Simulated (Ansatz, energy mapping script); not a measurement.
# MnHO2 monolayer: exchange couplings from total energies (strain in the plane to area × 1.03), part 2 of 2

Aim: the exchange couplings of MnHO2 monolayer from the energies of a few collinear orders, and the ordering temperature that they give.

PBE with U = 2.8 eV on Mn d, ortho-atomic projectors; plane waves, U on orthogonalised atomic orbitals unless named otherwise, collinear spin, no spin–orbit coupling.

So far. Step 7 (Parallel start in cell C (12 atoms)): The run ends ferromagnetic. For each magnetic atom its energy differs from the parallel run of the first cell by -0.03 meV, an error that one common reference would have brought in. Step 8 (Run 6 (uncompensated ++−; cell C, 12 atoms)): The run ends ferrimagnetic, 6.67 meV a magnetic atom below the parallel order of its cell.

## (9) Parallel start in cell D (12 atoms)

This run holds the same structure in another cell (a 3.224 → 9.672 Å, b 8.793 → 2.931 Å).

File input.yaml:

```yaml
crystal:
  lattice:
    - [9.672451607, 1.766e-07, 0.0]
    - [-1.3323707608, 2.6108074712, 0.0]
    - [0.0, 0.0, 18.054585]
  atoms:
    - { symbol: Mn, position: [0.017894333, 0.026841, 0.531876], spin: 4.5 }
    - { symbol: Mn, position: [0.351227667, 0.026841, 0.531876], spin: 4.5 }
    - { symbol: Mn, position: [0.684561, 0.026841, 0.531876], spin: 4.5 }
    - { symbol: O, position: [0.259874667, 0.3898115, 0.472568] }
    - { symbol: O, position: [0.593208, 0.3898115, 0.472568] }
    - { symbol: O, position: [0.926541333, 0.3898115, 0.472568] }
    - { symbol: O, position: [0.112161, 0.668241, 0.584593] }
    - { symbol: O, position: [0.445494333, 0.668241, 0.584593] }
    - { symbol: O, position: [0.778827667, 0.668241, 0.584593] }
    - { symbol: H, position: [0.268699333, 0.4030485, 0.415407] }
    - { symbol: H, position: [0.602032667, 0.4030485, 0.415407] }
    - { symbol: H, position: [0.935366, 0.4030485, 0.415407] }
magnetization:
  spin_polarized: true
kpoints:
  mp_grid: { grid: [4, 12, 1] }
hamiltonian:
  xc: pbe
  hubbard:
    sites:
      - { species: Mn, l: d, u_eff: 2.8 }
      - { site: 0, l: d, u_eff: 2.8, starting_ns: [{ spin: up, occupation_matrix: mn1_major }, { spin: down, occupation_matrix: mn1_minor }] }
      - { site: 1, l: d, u_eff: 2.8, starting_ns: [{ spin: up, occupation_matrix: mn1_major }, { spin: down, occupation_matrix: mn1_minor }] }
      - { site: 2, l: d, u_eff: 2.8, starting_ns: [{ spin: up, occupation_matrix: mn1_major }, { spin: down, occupation_matrix: mn1_minor }] }
    projectors: ortho-atomic
    occupation_matrices:
      mn1_major:
        matrix:
          - [0.995, -0.001, -0.001, -0.002, -0.003]
          - [-0.001, 0.929, 0.108, 0.075, -0.062]
          - [-0.001, 0.108, 0.773, -0.156, 0.109]
          - [-0.002, 0.075, -0.156, 0.886, 0.073]
          - [-0.003, -0.062, 0.109, 0.073, 0.934]
      mn1_minor:
        matrix:
          - [0.076, -0.01, -0.005, 0.006, 0.008]
          - [-0.01, 0.123, -0.039, -0.019, 0.05]
          - [-0.005, -0.039, 0.179, 0.079, -0.039]
          - [0.006, -0.019, 0.079, 0.145, -0.015]
          - [0.008, 0.05, -0.039, -0.015, 0.135]
scf:
  occupations: { method: fermi_dirac, width: 0.04 }
output:
  eigenvalues: true
```

Run with:

```console
ansatz run input.yaml --threads 4 --pin off --max-ram 8192MiB --backend cpu --events-out ev --progress --plain --runs-dir out
```

Run time: 52 s. Hardware: 4 threads of Arm Neoverse V1, shared host; peak memory 1.6 GiB; 3.4 min of CPU time.

The run ends ferromagnetic. For each magnetic atom its energy differs from the parallel run of the first cell by -0.02 meV, an error that one common reference would have brought in.

## (10) Uncompensated ++− start in cell D (12 atoms)

This order reverses 0 of the 2 neighbours at 2.93 Å, 2.67 of the 4 neighbours at 3.22 Å and 2.67 of the 4 neighbours at 5.25 Å, counted for an average magnetic atom.

input.yaml: that of step 9 with these lines changed.

```diff
@@ -8,3 +8,3 @@
     - { symbol: Mn, position: [0.351227667, 0.026841, 0.531876], spin: 4.5 }
-    - { symbol: Mn, position: [0.684561, 0.026841, 0.531876], spin: 4.5 }
+    - { symbol: Mn, position: [0.684561, 0.026841, 0.531876], spin: -4.5 }
     - { symbol: O, position: [0.259874667, 0.3898115, 0.472568] }
@@ -29,3 +29,3 @@
       - { site: 1, l: d, u_eff: 2.8, starting_ns: [{ spin: up, occupation_matrix: mn1_major }, { spin: down, occupation_matrix: mn1_minor }] }
-      - { site: 2, l: d, u_eff: 2.8, starting_ns: [{ spin: up, occupation_matrix: mn1_major }, { spin: down, occupation_matrix: mn1_minor }] }
+      - { site: 2, l: d, u_eff: 2.8, starting_ns: [{ spin: up, occupation_matrix: mn1_minor }, { spin: down, occupation_matrix: mn1_major }] }
     projectors: ortho-atomic
```

Elapsed: 54 s, on 4 threads; peak memory 1.7 GiB.

The run ends ferrimagnetic, 6.61 meV a magnetic atom below the parallel order of its cell.

## (11) From energies to couplings

Each energy difference is a sum of couplings weighted by the pairs that the order reverses. A few near shells are fitted to the differences by least squares. Energies are those extrapolated to zero occupation width, not the free energies F.

The orders side by side; each is measured from the parallel order in the same cell and on the same mesh:

| order | atoms | energy (meV a magnetic atom) | moments (μB) | moments kept as typed | opposed neighbours at 2.93, 3.22, 5.25 Å |
| --- | --- | --- | --- | --- | --- |
| parallel in cell A | 8 | 0.00 | 3.35 | yes | 0, 0, 0 |
| compensated +− in cell A | 8 | -11.04 | 3.29 | yes | 2, 2, 2 |
| parallel in cell B | 8 | 0.00 | 3.35 | yes | 0, 0, 0 |
| compensated +− in cell B | 8 | -11.84 | 3.31 | yes | 0, 4, 4 |
| parallel in cell C | 12 | 0.00 | 3.35 | yes | 0, 0, 0 |
| uncompensated ++− in cell C | 12 | -6.67 | 3.28 to 3.32 | yes | 1.33, 1.33, 2.67 |
| parallel in cell D | 12 | 0.00 | 3.35 | yes | 0, 0, 0 |
| uncompensated ++− in cell D | 12 | -6.61 | 3.31 to 3.33 | yes | 0, 2.67, 2.67 |

Fitted to E = −Σ J e·e over ordered pairs of unit vectors (J > 0 favours parallel moments):

| pair | distance (Å) | neighbours | J (meV) |
| --- | --- | --- | --- |
| Mn–Mn | 2.93 | 2 | -1.35 |
| Mn–Mn | 3.22 | 4 | -1.66 |
| Mn–Mn | 5.25 | 4 | 0.257 |

These orders cannot tell some unfitted shells from fitted ones: the value at 3.22 Å holds J(3.22) − J(5.86) + J(7.87) and the value at 5.25 Å holds J(5.25) + J(5.86); other unfitted shells add to the values wholly or in part.

Adding the shell at 5.74 Å gives -1.8, -1.7, 0.26 and 0.48 meV, an exact solve that tests nothing.

## (12) Beside the first set of runs

The first set of orders, under PBE+U (2.8 eV), strain in the plane to area × 1, took 17 min of CPU time summed over its finished orders (seed run apart), these 17 min.

| quantity | this set | first set |
| --- | --- | --- |
| J at 2.93 Å (2.89 Å in the first set), meV | -1.35 | -2.69 |
| J at 3.22 Å (3.18 Å in the first set), meV | -1.66 | -2.49 |
| J at 5.25 Å (5.17 Å in the first set), meV | 0.257 | 0.264 |

The coupling that led in the first set goes from -2.69 to -1.35 meV.

## (13) Outcome

```
lowest order tried                                              : compensated +− in cell B
largest fitted value (a combination of shells), Mn–Mn at 3.22 Å : -1.66 meV
```

In words: Of the orders tried, MnHO2 monolayer (strain in the plane to area × 1.03) prefers the order “compensated +− in cell B” under PBE+U (2.8 eV), with 0 of 2 neighbours at 2.93 Å, 4 of 4 neighbours at 3.22 Å and 4 of 4 neighbours at 5.25 Å opposed. The largest fitted value is -1.7 meV, at 3.22 Å. It is a combination of shells that these orders cannot split, so neither its size nor its sign can be laid on that pair alone. The orders also reverse pairs at 5.74 and 5.86 Å, which are not fitted, so the fitted values hold their part too. With 4 differences for 3 couplings the fit misses by 0.89 meV at most, which is not small: farther shells, terms beyond the Heisenberg form or the mesh can cause that. In the fitted orders moments change by up to 2.0 % against the parallel run of the same cell, so their size stays put. The program narrowed the symmetry for the carried occupation matrices. Where that marks an ordered orbital filling, bonds of one length need not share one coupling; each fitted J is a mean over the bonds that the orders reverse.

[Logs and program files are shortened in this print: banners, set-up blocks, solver, clock and traceback lines can be left out without a mark of their own.]

[Logs are printed without paths, hosts, clocks, repeated set-up lines and the standing remarks that a program may print on its own settings, such as how far it seeks lower states.]

[Hosts, paths, dates, database ids (printed as entryN), source tags and the programs' standing remarks are cut or masked in the printed files.]

[Where a cell is said to come from a database of computed structures, the database is the Materials Project.]
